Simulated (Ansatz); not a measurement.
W: strain energy, fitted

W, Im-3m, a = 3.168 Å. Ansatz: r2SCAN, PAW, 500 eV, Γ-centred 16×16×16 mesh on 2 atoms, Gaussian smearing 0.10 eV; no spin polarisation. Series: uniaxial strain along a, with b, c and atoms relaxed; x is the strain in per cent. y is the free energy over the unstrained cell, V0 = 15.903 Å³/atom.

| x (%) | y (meV/atom) |
| --- | --- |
| -3.0 | ? |
| -2.0 | 8.33 |
| -1.0 | 2.01 |
| 0.0 | 0.00 |
| 1.0 | 1.80 |
| 2.0 | 7.39 |
| 3.0 | 16.83 |

**Question.** Fit y = c2 x² + c3 x³ to the other rows, turn c2 into a modulus, and predict the missing energy.

**Answer.** Least squares on the rows shown. y = 1.9845 x² − 0.041390 x³. In eV per unit strain² c2 is 19.84; this is Young's modulus along the axis (E = ½ Y V0 ε²): 2 × 19.84 × 160.2 / (15.903) = 400 GPa. With a term in x⁴ added, the coefficient of x² becomes 1.896, 4 % less, which shows how far this figure hangs on the form. At x = -3.0 the fit asked for gives 18.98 meV/atom. The run gave 19.76 meV/atom, so the fit is 0.78 meV/atom too low, 3.9 % of the span of the series, against an rms of 0.13 meV/atom on the fitted rows. The row lies outside the fitted range. With a term in x⁴ added, a fit to the same known rows predicts 20.05 meV/atom, so most of the miss is curvature that the known rows already hold.

Spin–orbit coupling is left out, which can shift energies with elements as heavy as these.